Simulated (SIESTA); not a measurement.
## ZnS in SIESTA: the effect of functional

ZnS:

```xyz
2
Lattice="0.0000 2.7020 2.7020 2.7020 0.0000 2.7020 2.7020 2.7020 0.0000" Properties=species:S:1:pos:R:3 pbc="T T T"
Zn    4.0530    4.0530    4.0530
S     0.0000    0.0000    0.0000
```

Alike in all runs:

- Program: SIESTA 5.4.2
- Task: single point
- Basis: DZP (energy shift 0.003 Ry; two zetas on semicore shells)
- Grid cutoff: 800 Ry
- Energy shift: 0.003 Ry
- k mesh: 9 × 9 × 9
- Occupations: fermi-dirac, width 0.05 eV
- Spin: no spin polarisation

| functional | potentials or basis | gap on the mesh (eV) | pressure (GPa) |
| --- | --- | --- | --- |
| LDA | PseudoDojo 0.4 standard (LDA files) | ? | ? |
| PBEsol | PseudoDojo 0.4 standard (PBEsol files) | 2.36 | -1.1 |
| AM05 | PseudoDojo 0.4 standard (PBEsol files) | 2.44 | -0.8 |
| WC | PseudoDojo 0.4 standard (PBEsol files) | 2.32 | -1.1 |
| PBE | PseudoDojo 0.4 standard (PBE files) | 2.49 | 2.5 |
| PW91 | PseudoDojo 0.4 standard (PBE files) | 2.44 | 2.3 |
| revPBE | PseudoDojo 0.4 standard (PBE files) | 2.62 | 4.5 |
| RPBE | PseudoDojo 0.4 standard (PBE files) | 2.67 | 5.1 |
| BLYP | PseudoDojo 0.4 standard (PBE files) | 2.48 | 6.1 |

**Question.** What does the run with functional LDA give?

**Answer.** gap on the mesh 2.26 eV; pressure -3.7 GPa.

Caveats: short orbitals over semicore shells can move pressures by several GPa; the valence orbitals were made in a potential fitted to the semicore shell under them, which widens gaps by tenths of an eV or more; an odd mesh through Γ misses points on the zone boundary, where band edges often lie; the basis of atomic orbitals isn't converged, which shifts pressures, moduli and gaps; the potentials were made for another functional, which shifts forces and pressure (some runs).
